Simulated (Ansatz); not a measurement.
**What moves the field gradients of Te2Mo?**

Cell of run 1: a Materials Project structure (computed, not necessarily an observed phase); its layers are parted by 13 Å of empty space, so it stands for a thin sheet, not for a bulk crystal.

Space group P-3m1 (No. 164); a = 3.5614, c = 38.9903 Å, γ = 120.00°.

```csv
site,Wyckoff,site symmetry,x,y,z
Te1,2d,3m.,0.3333,0.6667,0.8599
Te2,2d,3m.,0.3333,0.6667,0.2364
Te3,2d,3m.,0.6667,0.3333,0.6718
Te4,2d,3m.,0.6667,0.3333,0.0482
Mo9,2d,3m.,0.3333,0.6667,0.7177
Mo10,2d,3m.,0.3333,0.6667,0.0941
```

One atom of each set is listed.

All runs are DFT with Ansatz 0.2.0 (plane waves and PAW, scalar-relativistic unless spin–orbit coupling is named, Γ-centred meshes, Fermi–Dirac smearing where given) in this cell.

Run 1: PBE, gradients read without the response of the cores, atoms as given; 420 eV, 10×10×1 k-points, smearing 0.05 eV.
Run 2: r2SCAN, gradients read without the response of the cores, atoms as given; 500 eV, 10×10×1 k-points, smearing 0.05 eV.
Run 3: PBE with spin–orbit coupling, gradients read without the response of the cores, atoms as given; 420 eV, 10×10×1 k-points, smearing 0.05 eV.

```
run   Te1 V_zz (η)   Te2 V_zz (η)   Te3 V_zz (η)   Te4 V_zz (η)  Mo9 V_zz (η)
  1  -18.69 (0.00)  -18.63 (0.00)  -19.98 (0.00)  -18.67 (0.00)  -7.44 (0.00)
  2  -18.94 (0.00)  -18.87 (0.00)   -20.1 (0.00)  -18.91 (0.00)  -7.51 (0.00)
  3              ?              ?              ?              ?             ?
```

V_zz in 10²¹ V/m²; 5 of the 6 sets of like atoms are followed.

Q: Estimate the row of run 3.

A: Te1: -18.35 (0.00); Te2: -18.31 (0.00); Te3: -19.67 (0.00); Te4: -18.33 (0.00); Mo9: -7.41 (0.00). It lies nearest to run 1, from whose tensors on these sites it differs by 0.33 at most (largest principal value of the difference, on Te4). Taken one at a time, spin–orbit coupling moves the tensors on these sites by up to 0.33 (largest principal value of the change, on Te4), the functional (r2SCAN with its higher cutoff) by 0.25 (Te1).
